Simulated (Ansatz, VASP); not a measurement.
## One calculation of Ge, two programs

The input INCAR:

```
  PREC = Accurate
  ENCUT = 520
  EDIFF = 1E-6
  ISMEAR = -1
  SIGMA = 0.05
  LREAL = F
  LASPH = T
  NELM = 80
  ALGO = Normal
  ISIF = 2
  LWAVE = F
  LCHARG = F
  GGA = PE
  NBANDS = 13
```

The input KPOINTS:

```
regular mesh
0
Gamma
  10 10 10
```

File POSCAR:

```
Ge
1.0
    2.7284206556      0.0000000000      0.0000000000
    0.0000000000      2.7284206556      0.0000000000
    0.0000000000      0.0000000000      2.7284206556
Ge
1
Direct
    0.0000000000      0.0000000000      0.0000000000
```

File input.yaml:

```yaml
crystal:
  lattice:
    - [2.7284206556, 0.0, 0.0]
    - [0.0, 2.7284206556, 0.0]
    - [0.0, 0.0, 2.7284206556]
  atoms:
    - { symbol: Ge, position: [0.0, 0.0, 0.0] }
hamiltonian:
  xc: pbe
  pseudopotentials: { kind: paw, azcp: { folder: soft_1 } }
kpoints:
  mp_grid: { grid: [10, 10, 10] }
scf:
  occupations: { method: fermi_dirac, width: 0.05 }
output:
  forces: true
  stress: true
  eigenvalues: true
  write_density: true
  write_potential: true
  elf: true
  volumetric_format: npy
```

The cell was built by a generator and needn't be a form met in nature.

Alike in both runs: task single point; functional PBE; k mesh 10 × 10 × 10; occupations fermi-dirac, width 0.05 eV; no spin polarisation.

|  | VASP | Ansatz |
| --- | --- | --- |
| version | VASP 6.6.1 | Ansatz 0.2.0 |
| potentials or method | VASP PAW PBE potentials, release 64 (Ge_d) | Ansatz PAW soft_1 |
| plane-wave cutoff (eV) | 520 | 420 |
| valence electrons in the cell | 14 | 14 |

```csv
,VASP,Ansatz,Ansatz less VASP
gap on the k mesh at the Fermi level (eV),none,none,-
pressure (GPa),-1.8,-1.7,+0.11
```

A gap of «none» marks a metal or a gap that the smearing closes. The functional is the same, so the differences come from potentials, cutoffs and numerics.
